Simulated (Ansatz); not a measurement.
Cutoff convergence: CuCl

System: CuCl (zinc blende type, first atom moved by 0.06 Å along [111]), 2 atoms in the cell.

```
Cu Cl
1.0
     0.00000    2.71000    2.71000
     2.71000    0.00000    2.71000
     2.71000    2.71000    0.00000
Cu Cl
1 1
Direct
  0.00639 0.00639 0.00639
  0.25000 0.25000 0.25000
```

Method: HSE06, plane waves, PAW datasets (generated soft set 1) (Ansatz).

Exchange singularity: Wigner-Seitz; k-mesh 4×4×4 Γ-centred; Fermi–Dirac smearing of 0.05 eV; no spin polarisation.

```json
{"cutoff (eV)": "280", "E − E(top) (meV/atom)": "152.0", "pressure at fixed basis (GPa)": "-9.50", "corrected pressure (GPa)": "1.39", "rms force change (meV/Å)": "2.1"}
{"cutoff (eV)": "300", "E − E(top) (meV/atom)": "53.0", "pressure at fixed basis (GPa)": "-2.79", "corrected pressure (GPa)": "1.14", "rms force change (meV/Å)": "0.9"}
{"cutoff (eV)": "320", "E − E(top) (meV/atom)": "24.6", "pressure at fixed basis (GPa)": "-0.30", "corrected pressure (GPa)": "1.02", "rms force change (meV/Å)": "1.1"}
{"cutoff (eV)": "340", "E − E(top) (meV/atom)": "16.4", "pressure at fixed basis (GPa)": "0.63", "corrected pressure (GPa)": "0.96", "rms force change (meV/Å)": "2.4"}
{"cutoff (eV)": "380", "E − E(top) (meV/atom)": "12.9", "pressure at fixed basis (GPa)": "0.78", "corrected pressure (GPa)": "0.94", "rms force change (meV/Å)": "2.3"}
{"cutoff (eV)": "420", "E − E(top) (meV/atom)": "8.4", "pressure at fixed basis (GPa)": "0.67", "corrected pressure (GPa)": "0.96", "rms force change (meV/Å)": "1.4"}
{"cutoff (eV)": "480", "E − E(top) (meV/atom)": "2.2", "pressure at fixed basis (GPa)": "0.81", "corrected pressure (GPa)": "0.97", "rms force change (meV/Å)": "0.7"}
{"cutoff (eV)": "560", "E − E(top) (meV/atom)": "0.0", "pressure at fixed basis (GPa)": "0.94", "corrected pressure (GPa)": "0.97", "rms force change (meV/Å)": "0.0"}
```

Against the 560 eV run, no lower cutoff brings the total energy within 1 meV/atom. Forces lie within 5 meV/Å (rms) from 280 eV on. The pressure at a fixed basis moves by -10.45 GPa at 280 eV.

The k-mesh is modest, so these values aren't fully converged in k.
